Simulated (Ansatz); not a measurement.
Simulated powder pattern, Ag Kα, λ = 0.560885 Å (kinematic, ideal powder, no thermal factors, no anomalous dispersion; the 30 strongest lines at most, above 1 %, up to 2θ = 30°):

```json
[
 {"2θ (°)": "8.38", "I/Imax (%)": "100"},
 {"2θ (°)": "10.34", "I/Imax (%)": "89"},
 {"2θ (°)": "13.32", "I/Imax (%)": "4.0"},
 {"2θ (°)": "16.80", "I/Imax (%)": "30"},
 {"2θ (°)": "17.95", "I/Imax (%)": "71"},
 {"2θ (°)": "19.76", "I/Imax (%)": "18"},
 {"2θ (°)": "19.84", "I/Imax (%)": "38"},
 {"2θ (°)": "20.76", "I/Imax (%)": "7.2"},
 {"2θ (°)": "24.68", "I/Imax (%)": "46"},
 {"2θ (°)": "25.31", "I/Imax (%)": "2.5"},
 {"2θ (°)": "26.82", "I/Imax (%)": "5.0"},
 {"2θ (°)": "27.58", "I/Imax (%)": "4.5"}
]
```

The pattern belongs to a structure relaxed with the program Ansatz at the HSE06 level (PAW).

The compound is Li3N.

Q: Give the crystal system and the lattice parameters.

A: hexagonal, P6/mmm; a = 3.595 Å, c = 3.840 Å.

The cell was relaxed with HSE06 under the symmetry of its start.

Potentials: the later of the program's two PAW sets.
